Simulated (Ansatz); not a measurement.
Input and command of a plane-wave DFT calculation in Ansatz:

```yaml
crystal:
  lattice:
    - [6.7178975619, 0.0, 0.0]
    - [-3.358948781, 5.8178699487, 0.0]
    - [0.0, 0.0, 5.523680328]
  atoms:
    - { symbol: Ti, position: [0.0, 0.0, 0.0] }
    - { symbol: Ti, position: [0.0, 0.5, 0.0] }
    - { symbol: Ti, position: [0.5, 0.0, 0.0] }
    - { symbol: Ti, position: [0.5, 0.5, 0.0] }
    - { symbol: S, position: [0.1666666667, 0.3333333333, 0.2587653564] }
    - { symbol: S, position: [0.1666666667, 0.8333333333, 0.2587653564] }
    - { symbol: S, position: [0.6666666667, 0.3333333333, 0.2587653564] }
    - { symbol: S, position: [0.6666666667, 0.8333333333, 0.2587653564] }
    - { symbol: S, position: [0.3333333333, 0.1666666667, 0.7412346436] }
    - { symbol: S, position: [0.3333333333, 0.6666666667, 0.7412346436] }
    - { symbol: S, position: [0.8333333333, 0.1666666667, 0.7412346436] }
    - { symbol: S, position: [0.8333333333, 0.6666666667, 0.7412346436] }
basis:
  ecutwfc: 420
kpoints:
  mp_grid: { grid: [6, 6, 6] }
hamiltonian:
  xc: pbe
  dispersion: d3bj
scf:
  occupations: { method: gaussian, width: 0.1 }
output:
  forces: true
  stress: true
  eigenvalues: true
```

```bash
ansatz run input.yaml --threads 2 --pin off --max-ram 5120MiB --backend cpu --events-out ev --progress --plain --runs-dir out
```

Processor: Intel(R) Xeon(R) 6975P-C (Granite Rapids), 2 threads, on a host shared with other jobs.

**Question.** How long does it run, and how much memory does it take?

**Answer.** About 5.7 s on 2 threads of Intel(R) Xeon(R) 6975P-C (Granite Rapids), on a shared host, peak memory 0.76 GiB. It solves 60 bands at 34 k points (the mesh reduced by the symmetry that the task leaves, which can be less than the crystal's) with about 4255 plane waves, in 7 SCF iterations.
